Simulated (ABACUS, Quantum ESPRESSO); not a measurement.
Given: the input of a run of ABACUS 3.10.1 on Ag (Silver). 

File INPUT:

```
INPUT_PARAMETERS
suffix              Ag
calculation         scf
basis_type          pw
pseudo_dir          ./
symmetry            1
dft_functional      pbesol
ecutwfc             82
pseudo_rcut         7
nspin               1
nbands              14
ks_solver           dav
smearing_method     fd
smearing_sigma      0.00367493
scf_thr             1e-08
scf_nmax            100
mixing_type         broyden
mixing_beta         0.7
cal_force           1
cal_stress          1
kpar                4
```

STRU

```
ATOMIC_SPECIES
Ag 107.8682 Ag.upf

LATTICE_CONSTANT
1.8897261246

LATTICE_VECTORS
0.0000000000 2.0427500000 2.0427500000
2.0427500000 0.0000000000 2.0427500000
2.0427500000 2.0427500000 0.0000000000

ATOMIC_POSITIONS
Direct

Ag
0.0
1
0.0000000000 0.0000000000 0.0000000000 1 1 1
```

KPT

```
K_POINTS
0
Gamma
11 11 11 0 0 0
```

Potentials or basis: PseudoDojo NC SR 0.4.1 PBEsol standard, plane waves.

Launch:

```console
$ OMP_NUM_THREADS=1 mpirun -np 4 abacus > log
```

Q: Set up the same calculation for Quantum ESPRESSO 7.5. Potentials or basis there: GBRV 1.5 PBEsol, cutoff 762 eV.

A: As run (cutoffs and basis follow the program's own potentials, and thresholds, step limits or extra output files can differ):

pw.in

```
&CONTROL
  calculation = 'scf'
  prefix = 'pwscf'
  outdir = './tmp'
  pseudo_dir = './pseudo'
  tprnfor = .true.
  tstress = .true.
  disk_io = 'low'
/
&SYSTEM
  ibrav = 0
  nat = 1
  ntyp = 1
  ecutwfc = 56
  ecutrho = 448
  nbnd = 16
  occupations = 'smearing'
  smearing = 'fd'
  degauss = 0.00367493
/
&ELECTRONS
  conv_thr = 2d-10
  electron_maxstep = 120
  mixing_beta = 0.5
/
ATOMIC_SPECIES
Ag   107.8682 ag_pbesol_v1.4.uspp.F.UPF
CELL_PARAMETERS angstrom
   0.0000000000    2.0427500000    2.0427500000
   2.0427500000    0.0000000000    2.0427500000
   2.0427500000    2.0427500000    0.0000000000
ATOMIC_POSITIONS crystal
Ag     0.0000000000    0.0000000000    0.0000000000
K_POINTS automatic
11 11 11 0 0 0
```

Contents of pp_density.in:

```
&INPUTPP
  prefix = 'pwscf'
  outdir = './tmp'
  filplot = 'density.dat'
  plot_num = 0
/
&PLOT
  nfile = 1
  filepp(1) = 'density.dat'
  iflag = 3
  output_format = 6
  fileout = 'density.cube'
/
```

File pp_potential.in:

```
&INPUTPP
  prefix = 'pwscf'
  outdir = './tmp'
  filplot = 'potential.dat'
  plot_num = 11
/
&PLOT
  nfile = 1
  filepp(1) = 'potential.dat'
  iflag = 3
  output_format = 6
  fileout = 'potential.cube'
/
```

Potentials or basis: GBRV 1.5 PBEsol.

Run with:

```sh
$ OMP_NUM_THREADS=1 mpirun -n 2 pw.x -nk 2 -in pw.in > pw.out
$ OMP_NUM_THREADS=1 mpirun -n 1 pp.x -in pp_density.in > pp_density.out
$ OMP_NUM_THREADS=1 mpirun -n 1 pp.x -in pp_potential.in > pp_potential.out
```

Both were run:

|  | ABACUS | Quantum ESPRESSO |
| --- | --- | --- |
| Pressure | -3.1 GPa | -3.2 GPa |

Pressure is positive in compression.
